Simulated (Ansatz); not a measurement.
HfS2 in the CdI2 structure: a single-point calculation in the PAW code Ansatz (LDA). The geometry is the r2SCAN+rVV10 minimum.

```yaml
crystal:
  lattice:
    - [3.6302934612, 0.0, 0.0]
    - [-1.8151467306, 3.1439263606, 0.0]
    - [0.0, 0.0, 5.8783536162]
  atoms:
    - { symbol: Hf, position: [0.0, 0.0, 0.0] }
    - { symbol: S, position: [0.3333333333, 0.6666666667, 0.2446282338] }
    - { symbol: S, position: [0.6666666667, 0.3333333333, 0.7553717662] }
kpoints:
  mp_grid: { grid: [12, 12, 4] }
  band_path:
    path:
      - [0.0, 0.0, 0.0]
      - [0.5, 0.0, 0.0]
      - [0.3333333333, 0.3333333333, 0.0]
      - [0.0, 0.0, 0.5]
      - [0.5, 0.0, 0.5]
      - [0.3333333333, 0.3333333333, 0.5]
      - [-0.083333, 0.002604, 0.002604]
      - [0.0, 0.5, 0.5]
      - [0.0, 0.25, 0.25]
    npoints: 1
hamiltonian:
  xc: lda
scf:
  occupations: { method: fixed }
  n_extra_bands: 4
output:
  forces: true
  stress: true
  eigenvalues: true
```

Some lines of the output have been replaced by numbered gaps.
```
scf.n_extra_bands = 4 over 19 filled bands (N_el = 38.0): the run solves 23 bands
Functional definition: SPW92
Crystal: 3 atoms, lattice volume = 67.092 Å³
Basis set: ecut = 420 eV, 1315 PW (Γ)
Symmetry: 12 space group operations
Space group: P-3m1 (ITA 164)
k-points: 69 of 576
SCF 1 converged in 7 iterations: F = -17220.637434 eV  dr2 = 8.02e-8
Free energy (F): -17220.637434 eV
Fermi energy:    8.836903 eV
--- Forces (eV/Å), atoms counted from 1 ---
[1]
--- Stress (GPa, compression-positive) ---
[2]
--- Band table (eV; the first three rows and the last of 69) ---
  k-point 0: bands = […, 3.9424, 5.9420, 5.9420, 8.7169, 8.7169, 8.8194, 10.5895, 10.5895, 11.2201, 14.0037]
  k-point 1: bands = […, 4.4090, 5.9619, 5.9619, 7.9053, 8.6475, 8.6475, 10.5673, 10.5673, 11.4121, 14.3216]
  k-point 2: bands = […, 5.1133, 5.9823, 5.9823, 6.8984, 8.5797, 8.5797, 10.5448, 10.5448, 11.4871, 14.5572]
  k-point 68: bands = […, 4.9910, 5.0042, 5.0042, 6.5422, 6.9611, 6.9611, 11.3733, 11.9666, 11.9666, 14.9232]
```

Q: Fill in the blanks. They hold the forces, the stress.

A:
```
[1]
  atom   1  Hf      0.00000      0.00000      0.00000
  atom   2  S       0.00000      0.00000    -0.26865
  atom   3  S       0.00000      0.00000      0.26865
[2]
       -4.513059       0.000000       0.000000
        0.000000      -4.513059       0.000000
        0.000000       0.000000      -2.893665
  P = ⅓ Tr σ = -3.9733 GPa (-39.733 kbar)
```

The file bands.tsv (bands near the Fermi energy, numbered from 0, rounded):
```tsv
# k_distance	band_14	band_15	band_16	band_17	band_18	band_19	band_20	band_21	band_22
# fermi_ev = 8.836903
# [0, 0, 0] at k_distance = 0.000000
# [0.5, 0, 0] at k_distance = 0.999258
# [0.3333333333, 0.3333333333, 0] at k_distance = 1.576179
# [0, 0, 0.5] at k_distance = 2.847783
# [0.5, 0, 0.5] at k_distance = 3.847040
# [0.3333333333, 0.3333333333, 0.5] at k_distance = 4.423962
# [-0.083333, 0.002604, 0.002604] at k_distance = 5.825155
# [0, 0.5, 0.5] at k_distance = 7.035148
# [0, 0.25, 0.25] at k_distance = 7.601746
# levels_relative_to = fermi_ev
0.000	-2.895	-2.895	-0.120	-0.120	-0.017	1.753	1.753	2.383	5.167
0.999	-2.938	-2.621	-2.571	-2.040	-1.392	1.021	3.796	3.817	6.026
1.576	-3.641	-3.641	-2.233	-2.233	-1.713	2.330	3.502	3.502	5.453
2.848	-2.855	-2.855	-1.938	-0.257	-0.257	1.708	1.708	2.650	5.720
3.847	-3.589	-2.732	-2.452	-1.126	-0.926	0.867	3.783	3.861	5.454
4.424	-3.833	-3.833	-2.295	-1.876	-1.876	2.536	3.130	3.130	6.086
5.825	-2.990	-2.851	-0.663	-0.336	0.000	1.796	2.004	2.510	4.896
7.035	-3.589	-2.732	-2.452	-1.126	-0.926	0.867	3.783	3.861	5.454
7.602	-3.270	-2.709	-2.667	-1.012	-0.403	1.329	3.019	3.629	4.784
```
In order the rows are Γ, M, K, A, L, H, (-0.083, 0.003, 0.003), L, (0, 1/4, 1/4).

Command: `ansatz run input.yaml --threads 4 --pin off --max-ram 7372MiB --backend cpu --events-out ev --progress --plain --runs-dir out`. Wall time 1.3 s on 4 threads of Intel(R) Xeon(R) Platinum 8488C (Sapphire Rapids), on a shared host; peak host memory 0.47 GiB.

No spin polarisation and no zero-point or thermal motion.

No spin-orbit coupling is included; it can move band edges with weight on the heavy atoms by tenths of an eV.
